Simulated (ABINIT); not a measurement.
# Ag (Fm-3m) in ABINIT: settings compared, part 2 of 2

ABINIT 10.8.3 (patched build).

## (3) Band structure, AM05

Contents of run.abi:

```
# Datasets: ground state, then fixed potential
ndtset 2

# Pseudopotentials
pp_dirpath "./"
pseudos "Ag.GGA_PBE-JTH.xml"

# Structure
acell 5.4592009917 5.4592009917 5.4592009917
rprim
     0.0000000000     0.7071067812     0.7071067812
     0.7071067812     0.0000000000     0.7071067812
     0.7071067812     0.7071067812     0.0000000000
ntypat 1
znucl 47
natom 1
typat 1
xcart
     0.0000000000     0.0000000000     0.0000000000

# Plane-wave basis
ecut 544.227725 eV
pawecutdg 40.0
pawxcdev 0

# Exchange and correlation
ixc -120135

# Bands and occupations
occopt 3
tsmear 0.00183747

# SCF cycle
nstep 100

# Output
iomode 3
prtwf 0
prteig 0
prtebands 0
enunit 1
prtden1 1
prtvha1 1
prtvclmb1 1
prtpot1 1

# Dataset 1
kptopt1 1
ngkpt1 11 11 11
nshiftk1 1
shiftk1 0.0 0.0 0.0
nband1 10
tolvrs1 1.0e-9

# Dataset 2: bands along G-X-W-K-G-L-U-W-L-K
iscf2 -2
getden2 1
nband2 16
nbdbuf2 4
tolwfr2 1.0e-11
kptopt2 -9
ndivsm2 8
prteig2 1
prtvol2 -3
kptbounds2
     0.0000000000     0.0000000000     0.0000000000
     0.5000000000     0.0000000000     0.5000000000
     0.5000000000     0.2500000000     0.7500000000
     0.3750000000     0.3750000000     0.7500000000
     0.0000000000     0.0000000000     0.0000000000
     0.5000000000     0.5000000000     0.5000000000
     0.6250000000     0.2500000000     0.6250000000
     0.5000000000     0.2500000000     0.7500000000
     0.5000000000     0.5000000000     0.5000000000
     0.3750000000     0.3750000000     0.7500000000
```

Potentials or basis: JTH PAW PBE v2.0.

On the command line:

```
> abinit run.abi > log 2>&1
```

run.abo:

```text
.Version 10.8.3 of ABINIT
 DATASET    1 : space group Fm -3 m (#225); Bravais cF (face-center cubic)
================================================================================
 Values of the parameters that define the memory need for DATASET  1.
     intxc =       0    ionmov =       0      iscf =      17    lmnmax =      18
     lnmax =       6     mgfft =      24  mpssoang =       3    mqgrid =    3001
     natom =       1  nloc_mem =       2    nspden =       1   nspinor =       1
    nsppol =       1      nsym =      48    n1xccc =       1    ntypat =       1
    occopt =       3   xclevel =       2
       mpw =         516          nfft =       13824          nkpt =          56
 PAW method is used; the additional fine FFT grid is defined by:
   mgfftf=        32    nfftf =     32768
================================================================================
================================================================================

 DATASET    2 : space group Fm -3 m (#225); Bravais cF (face-center cubic)
================================================================================
 Values of the parameters that define the memory need for DATASET  2.
     intxc =       0    ionmov =       0      iscf =      -2    lmnmax =      18
     lnmax =       6     mgfft =      24  mpssoang =       3    mqgrid =    3001
     natom =       1  nloc_mem =       2    nspden =       1   nspinor =       1
    nsppol =       1      nsym =      48    n1xccc =       1    ntypat =       1
    occopt =       3   xclevel =       2
       mpw =         531          nfft =       13824          nkpt =         139
 PAW method is used; the additional fine FFT grid is defined by:
   mgfftf=        32    nfftf =     32768
================================================================================
================================================================================

--------------------------------------------------------------------------------
------------- Echo of variables that govern the present computation ------------
[... 1141 lines left out ...]
 Mean square residual over all n,k,spin=   30.017E-13; max=  99.666E-13
 reduced coordinates (array xred) for    1 atoms
       0.000000000000      0.000000000000      0.000000000000

 cartesian coordinates (angstrom) at end:
    1      0.00000000000000     0.00000000000000     0.00000000000000
 length scales=  5.459200991700  5.459200991700  5.459200991700 bohr
              =  2.888884752587  2.888884752587  2.888884752587 angstroms
 Eigenvalues (   eV  ) for nkpt= 139  k points:
 kpt#   1, nband= 16, wtk=  1.00000, kpt=  0.0000  0.0000  0.0000 (reduced coord)
  -4.14195   -1.09399   -1.09399   -1.09399   -0.05110   -0.05110   20.30162   23.76107
  23.76107   23.76107   27.98450   29.15395   29.15395   29.15395   33.66089   33.66089
 kpt#   2, nband= 16, wtk=  1.00000, kpt=  0.0217  0.0000  0.0217 (reduced coord)
  -4.12203   -1.10192   -1.08674   -1.08674   -0.05909   -0.04771   20.30433   23.65319
  23.69603   23.69603   28.13239   29.14688   29.14688   29.19209   33.36735   33.76964
 kpt#   3, nband= 16, wtk=  1.00000, kpt=  0.0435  0.0000  0.0435 (reduced coord)
  -4.06251   -1.12552   -1.06503   -1.06503   -0.08267   -0.03761   20.31233   23.37044
  23.50415   23.50415   28.52456   29.13889   29.13889   29.30638   32.63683   34.07940
 kpt#   4, nband= 16, wtk=  1.00000, kpt=  0.0652  0.0000  0.0652 (reduced coord)
  -3.96423   -1.16416   -1.02901   -1.02901   -0.12060   -0.02096   20.32535   22.99067
  23.19543   23.19543   29.02670   29.15856   29.15856   29.49634   31.74927   34.55137
 kpt#   5, nband= 16, wtk=  1.00000, kpt=  0.0870  0.0000  0.0870 (reduced coord)
  -3.82869   -1.21683   -0.97894   -0.97894   -0.17074    0.00198   20.34294   22.57442
  22.78634   22.78634   29.23125   29.23125   29.29139   29.76122   31.11485   35.14342
 kpt#   6, nband= 16, wtk=  1.00000, kpt=  0.1087  0.0000  0.1087 (reduced coord)
  -3.65839   -1.28224   -0.91520   -0.91520   -0.22969    0.03084   20.36449   22.15637
[... 386 lines left out ...]
  -2.11318   -1.53598   -0.74612   -0.25521    0.62880    6.87105    7.87231   13.23750
  17.99442   20.45784   30.31527   30.82076   31.36507   37.59771   37.63493   38.10989
 kpt# 136, nband= 16, wtk=  1.00000, kpt=  0.4018  0.4018  0.6964 (reduced coord)
  -2.14959   -1.60711   -0.70549   -0.12446    0.62153    7.36415    8.03962   12.38332
  17.57750   20.49446   30.08907   31.27135   31.37808   37.54352   37.78365   39.29506
 kpt# 137, nband= 16, wtk=  1.00000, kpt=  0.3929  0.3929  0.7143 (reduced coord)
  -2.20087   -1.69780   -0.61466   -0.00471    0.62306    7.82130    8.22515   11.62296
  17.19302   20.52451   29.40974   31.66500   31.87494   37.55394   38.01787   40.44433
 kpt# 138, nband= 16, wtk=  1.00000, kpt=  0.3839  0.3839  0.7321 (reduced coord)
  -2.25610   -1.79455   -0.50083    0.09566    0.63776    8.07918    8.50733   11.04875
  16.84708   20.54842   28.68049   31.99680   32.42626   37.65725   38.33886   41.46802
 kpt# 139, nband= 16, wtk=  1.00000, kpt=  0.3750  0.3750  0.7500 (reduced coord)
  -2.30840   -1.88768   -0.38316    0.16942    0.66868    7.94959    8.93948   10.80179
  16.54558   20.56732   27.95810   32.26898   32.94113   37.88198   38.73547   42.10760

== END DATASET(S) ==============================================================
================================================================================

 -outvars: echo values of variables after computation  --------
            acell      5.4592009917E+00  5.4592009917E+00  5.4592009917E+00 Bohr
           etotal1    -3.8226804715E+01
            fcart1    -0.0000000000E+00 -0.0000000000E+00 -0.0000000000E+00
            rprim      0.0000000000E+00  7.0710678120E-01  7.0710678120E-01
                       7.0710678120E-01  0.0000000000E+00  7.0710678120E-01
                       7.0710678120E-01  7.0710678120E-01  0.0000000000E+00
           strten1     8.7140766573E-05  8.7140766573E-05  8.7140766573E-05
                       0.0000000000E+00  0.0000000000E+00  0.0000000000E+00
 Calculation completed.
```

Run time: 18 s. Hardware: 1 thread of Arm Neoverse V2, shared host; peak memory 0.11 GiB.

What came out:

- Free energy: -1040.2043 eV
- Pressure: -2.6 GPa
- Band gap on the k mesh: none (metal or under the smearing width)
- Valence electrons inside the program's atomic spheres: Ag 9.81 (radii [1.331] Å)

Levels at the corners of the path, in eV from the Fermi level:
| point | band 3 | band 4 | band 5 | band 6 | band 7 | band 8 |
| --- | --- | --- | --- | --- | --- | --- |
| Γ | -4.99 | -4.99 | -3.95 | -3.95 | 16.40 | 19.86 |
| X | -3.18 | -2.95 | -2.95 | 1.35 | 6.49 | 10.56 |
| W | -5.28 | -3.94 | -2.95 | 5.72 | 5.72 | 6.81 |
| K | -4.28 | -3.73 | -3.23 | 4.05 | 5.04 | 6.90 |
| Γ | -4.99 | -4.99 | -3.95 | -3.95 | 16.40 | 19.86 |
| L | -5.01 | -3.15 | -3.15 | -0.67 | 3.37 | 15.48 |
| U | -4.28 | -3.73 | -3.23 | 4.05 | 5.04 | 6.90 |
| W | -5.28 | -3.94 | -2.95 | 5.72 | 5.72 | 6.81 |
| L | -5.01 | -3.15 | -3.15 | -0.67 | 3.37 | 15.48 |
| K | -4.28 | -3.73 | -3.23 | 4.05 | 5.04 | 6.90 |

Caveat: the PAW data sets were made with another functional, which shifts forces and pressure a little.

## (4) Band structure, r2SCAN

run.abi, as its differences from that of step 3:

```diff
@@ -23,6 +23,7 @@
 pawecutdg 40.0
-pawxcdev 0
 
 # Exchange and correlation
-ixc -120135
+ixc -497498
+usekden 1
+pawxcdev 0
 
@@ -42,2 +43,3 @@
 prtden1 1
+prtkden1 1
 prtvha1 1
@@ -52,3 +54,3 @@
 nband1 10
-tolvrs1 1.0e-9
+tolvrs1 1.0e-7
 
@@ -57,2 +59,3 @@
 getden2 1
+getkden2 1
 nband2 16
```

On the command line:

```
> abinit run.abi > log 2>&1
```

It took 62 s on 1 thread of Arm Neoverse V2, shared host; peak memory 0.11 GiB.

The run converged. Its results:

- Free energy: -558.7102 eV
- Pressure: 1.1 GPa
- Band gap on the k mesh: none (metal or under the smearing width)
- Valence electrons inside the program's atomic spheres: Ag 9.84 (radii [1.331] Å)

Levels at the corners of the path, in eV from the Fermi level:
```
point  band 3  band 4  band 5  band 6  band 7  band 8
    Γ   -5.42   -5.42   -4.37   -4.37   16.94   20.56
    X   -3.59   -3.33   -3.33    1.45    6.69   10.98
    W   -5.68   -4.35   -3.33    5.92    5.92    7.07
    K   -4.66   -4.14   -3.62    4.19    5.23    7.13
    Γ   -5.42   -5.42   -4.37   -4.37   16.94   20.56
    L   -5.44   -3.55   -3.55   -0.63    3.43   16.06
    U   -4.66   -4.14   -3.62    4.19    5.23    7.13
    W   -5.68   -4.35   -3.33    5.92    5.92    7.07
    L   -5.44   -3.55   -3.55   -0.63    3.43   16.06
    K   -4.66   -4.14   -3.62    4.19    5.23    7.13
```

Caveat: totals of a meta-GGA on PAW files have another zero than those of a GGA; the PAW data sets were made with another functional, which shifts forces and pressure a little.

## (5) Band structure, SCAN

run.abi, as its differences from that of step 4:

```diff
@@ -25,3 +25,3 @@
 # Exchange and correlation
-ixc -497498
+ixc -263267
 usekden 1
```

Potentials or basis: JTH PAW PBE v2.0.

On the command line:

```
> abinit run.abi > log 2>&1
```

run.abo:

```text
.Version 10.8.3 of ABINIT
 DATASET    1 : space group Fm -3 m (#225); Bravais cF (face-center cubic)
================================================================================
 Values of the parameters that define the memory need for DATASET  1.
     intxc =       0    ionmov =       0      iscf =      17    lmnmax =      18
     lnmax =       6     mgfft =      24  mpssoang =       3    mqgrid =    3001
     natom =       1  nloc_mem =       2    nspden =       1   nspinor =       1
    nsppol =       1      nsym =      48    n1xccc =       1    ntypat =       1
    occopt =       3   xclevel =       2
       mpw =         516          nfft =       13824          nkpt =          56
 PAW method is used; the additional fine FFT grid is defined by:
   mgfftf=        32    nfftf =     32768
================================================================================
[... 1600 lines left out ...]
  -2.46542   -1.93852   -0.83131   -0.24368    0.40839    8.05968    8.46924   12.00022
  17.77059   21.27531   30.45931   32.78646   33.03715   38.89746   39.28440   41.85110
 kpt# 138, nband= 16, wtk=  1.00000, kpt=  0.3839  0.3839  0.7321 (reduced coord)
  -2.52219   -2.03868   -0.71534   -0.14247    0.42442    8.32036    8.77397   11.40242
  17.41435   21.29757   29.70609   33.12947   33.60783   39.00301   39.61825   42.90187
 kpt# 139, nband= 16, wtk=  1.00000, kpt=  0.3750  0.3750  0.7500 (reduced coord)
  -2.57536   -2.13548   -0.59535   -0.06788    0.45638    8.18722    9.22573   11.14421
  17.10407   21.31483   28.95935   33.41046   34.14074   39.23334   40.03045   43.55486

== END DATASET(S) ==============================================================
================================================================================

 -outvars: echo values of variables after computation  --------
            acell      5.4592009917E+00  5.4592009917E+00  5.4592009917E+00 Bohr
           etotal1    -2.1101247542E+01
            fcart1    -0.0000000000E+00 -0.0000000000E+00 -0.0000000000E+00
            rprim      0.0000000000E+00  7.0710678120E-01  7.0710678120E-01
                       7.0710678120E-01  0.0000000000E+00  7.0710678120E-01
                       7.0710678120E-01  7.0710678120E-01  0.0000000000E+00
           strten1     3.0336288357E-05  3.0336288357E-05  3.0336288357E-05
                       0.0000000000E+00  0.0000000000E+00  0.0000000000E+00
 Calculation completed.
```

Wall time 61 s (1 thread of Arm Neoverse V2, shared host); peak memory 0.11 GiB.

Results:

```yaml
Free_energy: -574.1942 eV
Pressure: -0.9 GPa
Band_gap_on_the_k_mesh: none (metal or under the smearing width)
Valence_electrons_inside_the_program's_atomic_spheres: Ag 9.84 (radii [1.331] Å)
```

Levels at the corners of the path, in eV from the Fermi level:
```csv
point,band 3,band 4,band 5,band 6,band 7,band 8
Γ,-5.35,-5.35,-4.30,-4.30,17.06,20.59
X,-3.52,-3.26,-3.26,1.43,6.70,10.95
W,-5.62,-4.29,-3.26,5.92,5.92,7.05
K,-4.60,-4.07,-3.55,4.18,5.22,7.14
Γ,-5.35,-5.35,-4.30,-4.30,17.06,20.59
L,-5.38,-3.48,-3.48,-0.64,3.44,16.15
U,-4.60,-4.07,-3.55,4.18,5.22,7.14
W,-5.62,-4.29,-3.26,5.92,5.92,7.05
L,-5.38,-3.48,-3.48,-0.64,3.44,16.15
K,-4.60,-4.07,-3.55,4.18,5.22,7.14
```

Caveat: totals of a meta-GGA on PAW files have another zero than those of a GGA; the PAW data sets were made with another functional, which shifts forces and pressure a little.

## (6) Band structure, revPBE

run.abi, as its differences from that of step 5:

```diff
@@ -23,7 +23,6 @@
 pawecutdg 40.0
+pawxcdev 0
 
 # Exchange and correlation
-ixc -263267
-usekden 1
-pawxcdev 0
+ixc 14
 
@@ -43,3 +42,2 @@
 prtden1 1
-prtkden1 1
 prtvha1 1
@@ -54,3 +52,3 @@
 nband1 10
-tolvrs1 1.0e-7
+tolvrs1 1.0e-9
 
@@ -59,3 +57,2 @@
 getden2 1
-getkden2 1
 nband2 16
```

Potentials or basis: JTH PAW PBE v2.0.

On the command line:

```
> abinit run.abi > log 2>&1
```

Run time: 17 s. Hardware: 1 thread of Arm Neoverse V2, shared host; peak memory 0.11 GiB.

It converged, with:

```yaml
Free_energy: -1039.0264 eV
Pressure: 7.5 GPa
Band_gap_on_the_k_mesh: none (metal or under the smearing width)
Valence_electrons_inside_the_program's_atomic_spheres: Ag 9.83 (radii [1.331] Å)
```

Levels at the corners of the path, in eV from the Fermi level:
```tsv
point	band 2	band 3	band 4	band 5	band 6	band 7	band 8	band 9
Γ	-5.09	-5.09	-5.09	-4.06	-4.06	16.42	19.87	19.87
X	-6.58	-3.30	-3.06	-3.06	1.38	6.48	10.57	10.57
W	-5.36	-5.36	-4.05	-3.06	5.72	5.72	6.82	7.92
K	-5.86	-4.37	-3.84	-3.34	4.05	5.04	6.90	12.66
Γ	-5.09	-5.09	-5.09	-4.06	-4.06	16.42	19.87	19.87
L	-5.11	-5.11	-3.27	-3.27	-0.64	3.35	15.51	17.97
U	-5.86	-4.37	-3.84	-3.34	4.05	5.04	6.90	12.66
W	-5.36	-5.36	-4.05	-3.06	5.72	5.72	6.82	7.92
L	-5.11	-5.11	-3.27	-3.27	-0.64	3.35	15.51	17.97
K	-5.86	-4.37	-3.84	-3.34	4.05	5.04	6.90	12.66
```

Caveat: the PAW data sets were made with another functional, which shifts forces and pressure a little.

## (7) Summary

```csv
level,gap on the mesh (eV),pressure (GPa)
BLYP,none,12.0
AM05,none,-2.6
r2SCAN,none,1.1
SCAN,none,-0.9
revPBE,none,7.5
```

Alike in all rows: task band structure; potentials or basis JTH PAW PBE v2.0; no spin polarisation; cell as given; k mesh 11 × 11 × 11; cutoff (eV) 544; smearing fermi-dirac 0.05 eV.

Every run on the cell as given and a fine mesh finds a metal. The pressure there spans -2.6 GPa (AM05) to 12.0 GPa (BLYP); a positive pressure means that this level wants a larger cell, a negative one a smaller.

Caveats: the PAW data sets were made with another functional, which shifts forces and pressure a little; totals of a meta-GGA on PAW files have another zero than those of a GGA (some runs).

Total energies depend on the potentials used, so only differences within one code and one set of settings carry meaning.
